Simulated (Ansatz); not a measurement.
**WSe2: the gap under strain**

WSe2, P6_3/mmc, a = 3.231 Å, c = 12.417 Å. Ansatz: PBEsol+D3(BJ), PAW, 420 eV, Γ-centred 12×12×4 mesh on 6 atoms, Gaussian smearing 0.02 eV; no spin polarisation. Series: equal strain along all axes, cell held, atoms relaxed; x is the strain in per cent. The gap is sought over the whole zone.

```tsv
x (%)	gap y (eV)
-4.5	?
-3.0	0.412
-1.5	0.552
0.0	0.672
1.5	0.774
3.0	0.860
4.5	0.804
```

Question: Fit y = E0 + c1 x + c2 x² to the other rows, give the deformation potential for this strain, and predict the missing gap.

Answer: Least squares on the rows shown. y = 0.6895 + 0.07016 x − 0.008857 x². The deformation potential is 100 c1 = 7.02 eV per unit strain of each axis, or a third of that, 2.34 eV, as the usual dE_g/d ln V. With a term in x³ added, the coefficient of x becomes 0.08619, 23 % more, which shows how far this figure hangs on the form. At x = -4.5 the fit asked for gives 0.194 eV. The run gave 0.251 eV, so the fit is 0.057 eV too low, 9.4 % of the span of the series, against an rms of 0.021 eV on the fitted rows. The row lies outside the fitted range. With a term in x³ added, a fit to the same known rows predicts 0.335 eV, which misses by about as much or more on the other side: the known rows don't fix the higher terms. Also, a band edge changes its point in the zone among the fitted rows, which can bend the series.

Spin-orbit coupling is left out, which matters for the bands of heavy elements. Semilocal functionals give gaps under the measured ones; changes of the gap mostly carry over better.